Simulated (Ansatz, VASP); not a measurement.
Two plane-wave programs on SiO2

```xyz
6
Lattice="4.2215 0.0000 0.0000 0.0000 4.2215 0.0000 0.0000 0.0000 2.6996" Properties=species:S:1:pos:R:3 pbc="T T T"
Si    0.0000    0.0000    0.0000
Si    2.1108    2.1108    1.3498
O     1.2943    1.2943    0.0000
O     0.8165    3.4051    1.3498
O     2.9272    2.9272    0.0000
O     3.4051    0.8165    1.3498
```

Change from the starting cell: volume scaled by 1.04, ions relaxed.

Alike in both runs: functional PBE; k mesh 7 × 7 × 11; occupations fermi-dirac, width 0.02 eV; no spin polarisation.

Ansatz relaxed the structure, and its values are those at the end. VASP's run is a single point on that final structure, the one shown.

|  | VASP | Ansatz |
| --- | --- | --- |
| version | VASP 6.6.1 | Ansatz 0.2.0 |
| potentials or method | VASP PAW PBE potentials, release 64 (Si, O) | plane-wave PAW, scalar-relativistic |
| plane-wave cutoff (eV) | 520 | 420 |
| valence electrons in the cell | 32 | 32 |

```tsv
	VASP	Ansatz	Ansatz less VASP
gap on the k mesh at the Fermi level (eV)	5.04	5.06	+0.014
pressure (GPa)	0.7	0.5	-0.13
rms of the force components (eV/Å)	0.008	0.001	-0.0077
```

With one functional, cell and mesh, what is left measures potentials, basis and numerics. Ansatz warned: «stress_scf_threshold_loose».

Caveats: an odd mesh through Γ misses points on the zone boundary, where band edges often lie.
